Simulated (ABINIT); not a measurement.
Ir:

```
Ir
1.0
     0.00000    1.91560    1.91560
     1.91560    0.00000    1.91560
     1.91560    1.91560    0.00000
Ir
1
Direct
  0.00000 0.00000 0.00000
```

Base run:

| Quantity | Value |
| --- | --- |
| Program | ABINIT 10.8.3 (patched build) |
| Functional | BLYP |
| Potentials or basis | JTH PAW PBE v2.0 |
| Cutoff | 463 eV |
| k mesh | 12 × 12 × 12 |
| Occupations | fermi-dirac, width 0.05 eV |
| Spin | spin-orbit coupling, no magnetisation |

Its results: band gap on the k mesh none (metal or under the smearing width); pressure 31.3 GPa.

Question: The run is repeated on the same cell with these changes: functional from BLYP to AM05. What comes out?

Answer: Band gap on the k mesh none (metal or under the smearing width); pressure -1.2 GPa.

AM05 binds more tightly than BLYP, so the same cell stands under less pressure.

Caveats: the PAW data sets were made with another functional, which shifts forces and pressure a little; a pressure of tens of GPa on the cell as given is suspect, and the run, the potentials or the cell itself is likely at fault (some runs).
